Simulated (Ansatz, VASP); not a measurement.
**One calculation of As, two programs**

```
As
1.0
     3.00192    0.00000    0.00000
    -1.50096    2.59974    0.00000
     0.00000    0.00000    5.03874
As
2
Direct
  0.33333 0.66667 0.25000
  0.66667 0.33333 0.75000
```

Alike in both runs: functional PBE; k mesh 15 × 15 × 8; occupations fermi-dirac, width 0.1 eV; no spin polarisation.

Ansatz relaxed the structure, and its values are those at the end. VASP's run is a single point on that final structure, the one shown.

|  | VASP | Ansatz |
| --- | --- | --- |
| version | VASP 6.6.1 | Ansatz 0.2.0 |
| potentials or method | VASP PAW PBE potentials, release 64 (As), cutoff 520 eV | all-electron LAPW, scalar-relativistic |

```csv
,VASP,Ansatz,Ansatz less VASP
pressure (GPa),-1.5,-1.5,-0.04
```

Ansatz ran all-electron here, so the differences hold the error of VASP's frozen core and of both bases.
